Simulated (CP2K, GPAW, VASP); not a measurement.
PbO2: 3 runs at one level of theory

```
Pb O
1.0
     4.99496    0.00000    0.00000
     0.00000    4.99496    0.00000
     0.00000    0.00000    3.40900
Pb O
2 4
Direct
  0.50000 0.50000 0.50000
  0.00000 0.00000 0.00000
  0.69257 0.69257 0.00000
  0.80743 0.19257 0.50000
  0.19257 0.80743 0.50000
  0.30743 0.30743 0.00000
```

The cell is a database's computed one, not the measured one.

Alike in all runs: task single point; functional PBE; k mesh 6 × 6 × 8; occupations gaussian, width 0.02 eV; no spin polarisation; no spin-orbit coupling. Pressure is positive in compression and, in plane waves, holds the error of the finite cutoff.

```json
{"program and potentials": "VASP, PBE PAW files O, Pb_d, 520 eV", "plane-wave cutoff (eV)": "520", "notes": "8.67 valence electrons an atom on average", "band gap (eV)": "0.09", "pressure (GPa)": "5.90"}
{"program and potentials": "CP2K, POTENTIAL_UZH Pb GTH-PBE-q4, O GTH-PBE-q6; TZVP-MOLOPT-PBE-GTH basis", "plane-wave cutoff (eV)": "-", "notes": "atomic basis; 5.33 valence electrons an atom on average", "band gap (eV)": "0.09", "pressure (GPa)": "8.69"}
{"program and potentials": "GPAW, GPAW PAW data sets (gpaw-data 1.2.1)", "plane-wave cutoff (eV)": "800", "notes": "8.67 valence electrons an atom on average", "band gap (eV)": "0.10", "pressure (GPa)": "4.12"}
```

Force on atom 3 (O), eV/Å:

```
                                                    program and potentials      x      y      z
                                       VASP, PBE PAW files O, Pb_d, 520 eV  0.033  0.033  0.000
CP2K, POTENTIAL_UZH Pb GTH-PBE-q4, O GTH-PBE-q6; TZVP-MOLOPT-PBE-GTH basis  0.036  0.036  0.000
```

The band gap spans 0.09 (VASP, PBE PAW files O, Pb_d, 520 eV) to 0.10 eV (GPAW, GPAW PAW data sets (gpaw-data 1.2.1)). The pressure spans 4.12 (GPAW, GPAW PAW data sets (gpaw-data 1.2.1)) to 8.69 GPa (CP2K, POTENTIAL_UZH Pb GTH-PBE-q4, O GTH-PBE-q6; TZVP-MOLOPT-PBE-GTH basis). Spin-orbit coupling, left out here, moves the band edges of heavy atoms. The gap is indirect and read on the mesh alone, so bands may meet between its points. Rows in atomic bases carry the error of their basis and grid, which can be large.

The functional is the same throughout but for its coding, so the spread measures potentials, basis and numerics; runs on potential files found faulty are left out.
